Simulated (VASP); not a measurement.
# Cr (P6_3/mmc) in VASP: a series of runs

The runs below take Cr through single point, with BLYP.

Program: VASP 6.6.1. These are calculated values, not measurements. Logs are shortened: lines on timing, memory, paths and dates and some standing lists are left out, and cuts for length are marked.

## (1) The crystal as given

The structure is hexagonal, space group P6_3/mmc (No. 194). The conventional cell has a = 2.520 Å, b = 2.520 Å, c = 8.952 Å, α = 90.00°, β = 90.00°, γ = 120.00°. Around Cr (site symmetry -3m) lie 12 Cr at 2.52 to 2.67 Å. Cr (site symmetry -6m2) has 12 Cr at 2.52 to 2.67 Å as nearest neighbours.

This isn't the form of Cr at room conditions, which is bcc.

## (2) Single point, BLYP

Input file INCAR:

```
  PREC = Accurate
  ENCUT = 520
  EDIFF = 1E-7
  ISMEAR = -1
  SIGMA = 0.1
  LREAL = False
  LASPH = True
  NELM = 100
  ALGO = Normal
  ISIF = 2
  LWAVE = False
  LCHARG = False
  GGA = B5
  ALDAX = 1.0
  AGGAX = 1.0
  AGGAC = 1.0
  ALDAC = 0.0
  NBANDS = 32
```

Input file KPOINTS:

```
Automatic mesh
0
Gamma
  19 19 5
```

Input file POSCAR:

```
Cr
1.0
    2.5204727940      0.0000000000      0.0000000000
   -1.2602363970      2.1827934692      0.0000000000
    0.0000000000      0.0000000000      8.9520916914
Cr
4
Direct
    0.0000000000      0.0000000000      1.0000000000
    1.0000000000      1.0000000000      0.5000000000
    0.3333333333      0.6666666667      0.2500000000
    0.6666666667      0.3333333333      0.7500000000
```

Potentials or basis: VASP PAW PBE potentials, release 64 (Cr_pv).

Started as:

```sh
cat potpaw_PBE.64/Cr_pv/POTCAR > POTCAR
mpirun -np 1 vasp_std > vasp.out
```

OUTCAR:

```text
PREC = Accurate
   ENCUT = 520
   EDIFF = 1E-7
   ISMEAR = -1
   LREAL = False
   LASPH = True
   NELM = 100
   ISIF = 2
   GGA = B5

 ion  position               nearest neighbor table
   1  0.000  0.000  0.000-   3 2.67   4 2.67   4 2.67   3 2.67   4 2.67   3 2.67
   2  0.000  0.000  0.500-   3 2.67   4 2.67   4 2.67   3 2.67   4 2.67   3 2.67
   3  0.333  0.667  0.250-   1 2.67   2 2.67   1 2.67   2 2.67   1 2.67   2 2.67
   4  0.667  0.333  0.750-   1 2.67   2 2.67   1 2.67   2 2.67   1 2.67   2 2.67

  LATTYP: Found a hexagonal cell.
 ALAT       =     2.5204727940
 C/A-ratio  =     3.5517509702

  Lattice vectors:

 A1 = (   2.5204727940,   0.0000000000,   0.0000000000)
 A2 = (  -1.2602363970,   2.1827934692,   0.0000000000)
 A3 = (   0.0000000000,   0.0000000000,   8.9520916914)

Analysis of symmetry for initial positions (statically):
=====================================================================
 Subroutine PRICEL returns:
 Original cell was already a primitive cell.

 Routine SETGRP: Setting up the symmetry group for a
 hexagonal supercell.

 Subroutine GETGRP returns: Found 24 space group operations
 (whereof 12 operations were pure point group operations)
 out of a pool of 24 trial point group operations.

The static configuration has the point symmetry D_3d.
 The point group associated with its full space group is D_6h.

Analysis of symmetry for dynamics (positions and initial velocities):
=====================================================================
 Subroutine PRICEL returns:
 Original cell was already a primitive cell.

 Routine SETGRP: Setting up the symmetry group for a
 hexagonal supercell.

 Subroutine GETGRP returns: Found 24 space group operations
 (whereof 12 operations were pure point group operations)
 out of a pool of 24 trial point group operations.

The dynamic configuration has the point symmetry D_3d.
 The point group associated with its full space group is D_6h.

 Subroutine INISYM returns: Found 24 space group operations
 (whereof 12 operations are pure point group operations),
 and found     1 'primitive' translations

----------------------------------------------------------------------------------------

                                     Primitive cell

  volume of cell :      49.2515

  direct lattice vectors                    reciprocal lattice vectors
     2.520472794  0.000000000  0.000000000     0.396750960  0.229064273  0.000000000
    -1.260236397  2.182793469  0.000000000     0.000000000  0.458128547  0.000000000
     0.000000000  0.000000000  8.952091691     0.000000000  0.000000000  0.111705737

  length of vectors
     2.520472794  2.520472794  8.952091691     0.458128547  0.458128547  0.111705737

  position of ions in fractional coordinates (direct lattice)
     0.000000000  0.000000000  0.000000000
     0.000000000  0.000000000  0.500000000
     0.333333333  0.666666667  0.250000000
     0.666666667  0.333333333  0.750000000

  ion indices of the primitive-cell ions
   primitive index   ion index
                 1           1
                 2           2
                 3           3
                 4           4

----------------------------------------------------------------------------------------

 KPOINTS: Automatic mesh

Automatic generation of k-mesh.
 Grid dimensions read from file:
 generate k-points for:   19   19    5

 Generating k-lattice:

  Cartesian coordinates                     Fractional coordinates (reciprocal lattice)
     0.020881629  0.012056014  0.000000000     0.052631579  0.000000000  0.000000000
     0.000000000  0.024112029  0.000000000     0.000000000  0.052631579  0.000000000
     0.000000000  0.000000000  0.022341147     0.000000000  0.000000000  0.200000000

  Length of vectors
     0.024112029  0.024112029  0.022341147

  Shift w.r.t. Gamma in fractional coordinates (k-lattice)
     0.000000000  0.000000000  0.000000000

 Subroutine IBZKPT returns following result:
 ===========================================

 Found    120 irreducible k-points:

 Following reciprocal coordinates:
            Coordinates               Weight
  0.000000  0.000000  0.000000      1.000000
  0.052632  0.000000  0.000000      6.000000
  0.105263  0.000000  0.000000      6.000000
  0.157895  0.000000  0.000000      6.000000
  0.210526  0.000000  0.000000      6.000000
  0.263158  0.000000  0.000000      6.000000
[... 16 lines left out ...]
  0.263158  0.105263  0.000000     12.000000
  0.315789  0.105263  0.000000     12.000000
 [... further k-points ...]
   k-points           NKPTS =    120   k-points in BZ     NKDIM =    120   number of bands    NBANDS=     32
   number of dos      NEDOS =    301   number of ions     NIONS =      4
   total plane-waves  NPLWV =  28000
   dimension x,y,z NGX =    20 NGY =   20 NGZ =   70
   dimension x,y,z NGXF=    40 NGYF=   40 NGZF=  140
   ions per type =               4
   NGX,Y,Z   is equivalent  to a cutoff of  13.19, 13.19, 13.00 a.u.
   NGXF,Y,Z  is equivalent  to a cutoff of  26.38, 26.38, 26.00 a.u.
 SYSTEM =  unknown system
   PREC   = accura    normal or accurate (medium, high low for compatibility)
   ISTART =      0    job   : 0-new  1-cont  2-samecut
   ICHARG =      2    charge: 1-file 2-atom 10-const
   ISPIN  =      1    spin polarized calculation?
   LNONCOLLINEAR =      F non collinear calculations
   LSORBIT =      F    spin-orbit coupling
   LASPH  =      T    aspherical Exc in radial PAW
   ENCUT  =  520.0 eV  38.22 Ry    6.18 a.u.   4.69  4.69 16.64*2*pi/ulx,y,z
   NELM   =    100;   NELMIN=  2; NELMDL= -5     # of ELM steps
   EDIFF  = 0.1E-06   stopping-criterion for ELM
   LREAL  =      F    real-space projection
   EDIFFG = 0.1E-05   stopping-criterion for IOM
   NSW    =      0    number of steps for IOM
   IBRION =     -1    ionic relax: 0-MD 1-quasi-New 2-CG
   NFREE  =      0    steps in history (QN), initial steepest desc. (CG)
   ISIF   =      2    stress and relaxation
   ISYM   =      2    0-nonsym 1-usesym 2-fastsym
   POTIM  = 0.5000    time-step for ionic-motion
   TEBEG  =    0.0;   TEEND  =   0.0 temperature during run
   PSTRESS=    0.0 pullay stress
   NELECT =      48.0000    total number of electrons
   NUPDOWN=      -1.0000    fix difference up-down
   EMIN   =  10.00;   EMAX   =-10.00  energy-range for DOS
   EFERMI =   0.00;   METHOD = LEGACY
   ISMEAR =    -1;   SIGMA  =   0.10  broadening in eV -4-tet -1-fermi 0-gaus
   EFERMI_NEDOS =   21; number of points for ismear=-14 and -15
   IALGO  =     38    algorithm
   IMIX   =      4    mixing-type and parameters
     AMIX     =   0.40;   BMIX     =  1.00
     AMIX_MAG =   1.60;   BMIX_MAG =  1.00
  volume/ion in A,a.u.               =      12.31        83.09
  Fermi-wavevector in a.u.,A,eV,Ry     =   1.623113  3.067239 35.844507  2.634497
  Thomas-Fermi vector in A             =   2.716616
   LORBIT       =      0    0 simple, 1 ext, 2 COOP (PROOUT), +10 PAW based schemes
   GGA     = B5    functional components
   LHFCALC =     F    Hartree Fock is set to
   AEXX    =    0.0000 exact exchange contribution
   IVDW    =     0    specifies the selected vdW correction
   LEPSILON=     F    determine dielectric tensor
   LRPA    =     F    only Hartree local field effects (RPA)
 non-spin polarized calculation
  energy-cutoff  :      520.00
  volume of cell :       49.25
 maximum number of plane-waves:      1360
 NGX is ok and might be reduce to    20
   NGX =  9   NGY =  9   NGZ = 33

 number of electron      47.9999987 magnetization

 Free energy of the ion-electron system (eV)
  ---------------------------------------------------
  ext. energy  EPLUGINS =         0.00000000
  ---------------------------------------------------
  free energy    TOTEN  =       -31.94849886 eV

  energy without entropy =      -31.72502105  energy(sigma->0) =      -31.83675995

 E-fermi :  10.4096     XC(G=0): -12.7148

 val. band max:       10.4089029255   @ k =   0.1053   0.0526   0.0000
 cond. band min:      10.4102135711   @ k =   0.2632   0.2632   0.2000
 fundamental gap:      0.0013106455
 Fermi energy:        10.4095505543

 k-point     1 :       0.0000    0.0000    0.0000
  band No.  band energies     occupation
      1     -32.6909      2.00000
      2     -32.3935      2.00000
      3     -32.3843      2.00000
      4     -32.0773      2.00000
      5     -31.9396      2.00000
      6     -31.9396      2.00000
[... 24 lines left out ...]
     31      11.8978      0.00000
     32      11.8978      0.00000

 k-point     2 :       0.0526    0.0000    0.0000
  band No.  band energies     occupation
      1     -32.6841      2.00000
      2     -32.3919      2.00000
      3     -32.3827      2.00000
      4     -32.0781      2.00000
      5     -31.9601      2.00000
      6     -31.9453      2.00000
[... 24 lines left out ...]
     31      11.9043      0.00000
     32      11.9419      0.00000

 k-point     3 :       0.1053    0.0000    0.0000
  band No.  band energies     occupation
      1     -32.6641      2.00000
      2     -32.3880      2.00000
      3     -32.3792      2.00000
      4     -32.0807      2.00000
      5     -32.0190      2.00000
      6     -31.9896      2.00000
[... 24 lines left out ...]
     31      11.9070      0.00000
     32      12.0476      0.00000

 k-point     4 :       0.1579    0.0000    0.0000
  band No.  band energies     occupation
      1     -32.6324      2.00000
      2     -32.3856      2.00000
      3     -32.3782      2.00000
      4     -32.1085      2.00000
      5     -32.0874      2.00000
      6     -32.0744      2.00000
[... 24 lines left out ...]
     31      11.8959      0.00000
     32      12.0083      0.00000

 k-point     5 :       0.2105    0.0000    0.0000
  band No.  band energies     occupation
      1     -32.5914      2.00000
      2     -32.3936      2.00000
      3     -32.3912      2.00000
      4     -32.2170      2.00000
      5     -32.1820      2.00000
      6     -32.1459      2.00000
[... 584 lines left out ...]
     31      11.8360      0.00000
     32      12.0694      0.00000

 k-point    22 :       0.2105    0.1053    0.0000
  band No.  band energies     occupation
      1     -32.5297      2.00000
      2     -32.4475      2.00000
      3     -32.4386      2.00000
      4     -32.3423      2.00000
      5     -32.3243      2.00000
      6     -32.2112      2.00000
[... 24 lines left out ...]
     31      11.9767      0.00000
     32      12.3215      0.00000

 k-point    23 :       0.2632    0.1053    0.0000
  band No.  band energies     occupation
      1     -32.5239      2.00000
      2     -32.5207      2.00000
      3     -32.4637      2.00000
      4     -32.4422      2.00000
      5     -32.4244      2.00000
      6     -32.2325      2.00000
[... 24 lines left out ...]
     31      12.4076      0.00000
     32      12.5346      0.00000

 k-point    24 :       0.3158    0.1053    0.0000
  band No.  band energies     occupation
      1     -32.6026      2.00000
      2     -32.5850      2.00000
      3     -32.5295      2.00000
      4     -32.5066      2.00000
      5     -32.4187      2.00000
      6     -32.2435      2.00000
[... 24 lines left out ...]
     31      12.6726      0.00000
     32      12.7189      0.00000

 [... further k-points ...]

------------------------ aborting loop because EDIFF is reached ----------------------------------------

  FORCE on cell =-STRESS in cart. coord.  units (eV):
  Direction    XX          YY          ZZ          XY          YZ          ZX
  --------------------------------------------------------------------------------------
  -------------------------------------------------------------------------------------
  Total       -0.0475826     -0.0475826     -0.0247729      0.0000000      0.0000000     -0.0000000
  in kB       -1.5478875     -1.5478875     -0.8058764      0.0000000      0.0000000     -0.0000000
  external PRESSURE =      -1.3005505 kB  Pullay stress =       0.0000000 kB

 VOLUME and BASIS-vectors are now :
 -----------------------------------------------------------------------------
  energy-cutoff  :      520.00
  volume of cell :       49.25
      direct lattice vectors                 reciprocal lattice vectors
     2.520472794  0.000000000  0.000000000     0.396750960  0.229064273  0.000000000
    -1.260236397  2.182793469  0.000000000     0.000000000  0.458128547  0.000000000
     0.000000000  0.000000000  8.952091691     0.000000000  0.000000000  0.111705737

 POSITION                                       TOTAL-FORCE (eV/Angst)
 -----------------------------------------------------------------------------------
      0.00000      0.00000      0.00000         0.000000     -0.000000     -0.000000
      0.00000      0.00000      4.47605         0.000000     -0.000000     -0.000000
     -0.00000      1.45520      2.23802        -0.000000      0.000000     -0.000000
      1.26024      0.72760      6.71407         0.000000     -0.000000      0.000000
 -----------------------------------------------------------------------------------
    total drift:                                0.000000     -0.000000      0.000000

  FREE ENERGIE OF THE ION-ELECTRON SYSTEM (eV)
  ---------------------------------------------------
  free  energy   TOTEN  =       -31.9484988551 eV

  energy  without entropy=      -31.7250210493  energy(sigma->0) =      -31.83675995
```

Run time: 2.9 min. Hardware: 1 thread of Intel Xeon Platinum 8488C (Sapphire Rapids), shared host; peak memory 0.26 GiB.

Results:

```yaml
Free_energy: -31.9485 eV
Pressure: -0.1 GPa
Band_gap_on_the_k_mesh: none (metal or under the smearing width)
```

Caveat: the PAW data sets were made with another functional, which shifts forces and pressure a little; the run has no spin polarisation, though such a crystal can be magnetic.

## (3) Single point, BLYP

This run uses another cell than the first one, of 11.33 Å³/atom, 0.920 times its volume.

Input file INCAR:

```
SYSTEM = Cr
  PREC = Accurate
  ENCUT = 520
  EDIFF = 1E-6
  ISMEAR = -1
  SIGMA = 0.1
  LREAL = .False.
  LASPH = .True.
  NELM = 80
  ALGO = Normal
  ISIF = 2
  LWAVE = .False.
  LCHARG = .False.
  GGA = B5
  ALDAX = 1.0
  AGGAX = 1.0
  AGGAC = 1.0
  ALDAC = 0.0
  NBANDS = 32
```

Input file KPOINTS:

```
Automatic mesh
0
Gamma
  16 16 4
  0 0 0
```

Input file POSCAR:

```
Cr
1.0
    2.4513836762      0.0000000000      0.0000000000
   -1.2256918381      2.1229605380      0.0000000000
    0.0000000000      0.0000000000      8.7067043504
Cr
4
Direct
    0.0000000000      0.0000000000      1.0000000000
    1.0000000000      1.0000000000      0.5000000000
    0.3333333333      0.6666666667      0.2500000000
    0.6666666667      0.3333333333      0.7500000000
```

Potentials or basis: VASP PAW PBE potentials, release 64 (Cr_pv).

Started as:

```sh
cat potpaw_PBE.64/Cr_pv/POTCAR > POTCAR
mpirun -np 1 vasp_std > vasp.out
```

Wall time 1.9 min (1 thread of Intel Xeon Platinum 8488C (Sapphire Rapids), shared host); peak memory 0.22 GiB.

Results (log left out):

```
Free energy            : -31.7065 eV
Pressure               : 21.2 GPa
Band gap on the k mesh : none (metal or under the smearing width)
```

Stress tensor (GPa, compression positive):
```
22.01  0.00  0.00
 0.00 22.01  0.00
 0.00  0.00 19.50
```

Levels at points of the mesh, in eV from the Fermi level:
```tsv
k point	band 20	band 21	band 22	band 23	band 24	band 25	band 26	band 27	band 28	band 29
(0.00, 0.00, 0.00)	-0.51	-0.51	-0.42	-0.42	-0.26	-0.26	-0.15	-0.15	0.16	1.21
(0.50, 0.00, 0.00)	-1.59	-0.68	-0.33	-0.23	0.96	0.96	2.14	2.38	2.43	2.68
(0.00, 0.00, 0.50)	-0.90	-0.44	-0.44	-0.44	-0.44	-0.24	-0.24	-0.24	-0.24	1.39
(0.50, 0.00, 0.50)	-1.71	0.10	0.10	0.26	0.26	0.74	0.74	1.96	1.96	2.95
```

Caveat: so large a pressure means that the cell lies far from this level's equilibrium, or that cutoff or potentials fall short; the potentials were made for another functional, which shifts forces and pressure; the run has no spin polarisation, though such a crystal can be magnetic. Spin polarisation is off, so any magnetic state and its effect on volume and gap are missing.

(Part 1 of 2 ends here.)
